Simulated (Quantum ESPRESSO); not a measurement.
**PbS: zone-centre phonons under several settings**

```xyz
2
Lattice="3.6537 0.0000 0.0000 0.0000 3.6537 0.0000 0.0000 0.0000 3.6537" Properties=species:S:1:pos:R:3 pbc="T T T"
Pb    0.0000    0.0000    0.0000
S     1.8268    1.8268    1.8268
```

Measurements of this composition are mostly on another form, of space group No. 225.

All runs used Quantum ESPRESSO 7.5; k mesh 7 × 7 × 7; given cell, atoms relaxed; no spin polarisation; occupations smeared at first, fixed for the response.

```tsv
level	potentials	cutoff (eV)	pressure (GPa)	lowest optical mode without the field (cm⁻¹)	sum of the Born charges (e)
PBE	SPMS 1.0 PBE	680	0.2	109i	0.04
PBE	SG15 PBE 1.2	762	?	?	?
PBE	GBRV 1.5 PBE	612	0.1	113i	0.04
PBE	JTH 2.0 PBE	707	0.0	112i	0.01
PBE	SSSP 1.3 efficiency PBE	748	0.2	110i	0.05
PBE	PseudoDojo 0.4.1 SR PBE standard	762	0.3	109i	0.04
PBE	PseudoDojo 0.4 SR PBE stringent	1225	0.3	112i	0.05
```

Question: What stands in the row left open?

Answer: Pressure 0.2 GPa; lowest optical mode without the field 109i cm⁻¹; sum of the Born charges 0.05 e.

Values marked i are imaginary: the cell is unstable against those modes at that level, or the meshes are too thin.

Caveats: some modes are imaginary; on a mesh that holds Γ this program's dielectric tensor can be off by some percent beyond the error of the mesh.

For the row left open. Caveat: the mesh is thin for the dielectric tensor, Born charges and intensities, which usually come out too large; some modes are imaginary; on a mesh that holds Γ this program's dielectric tensor can be off by some percent beyond the error of the mesh.

The runs don't all hold the same shells in valence.
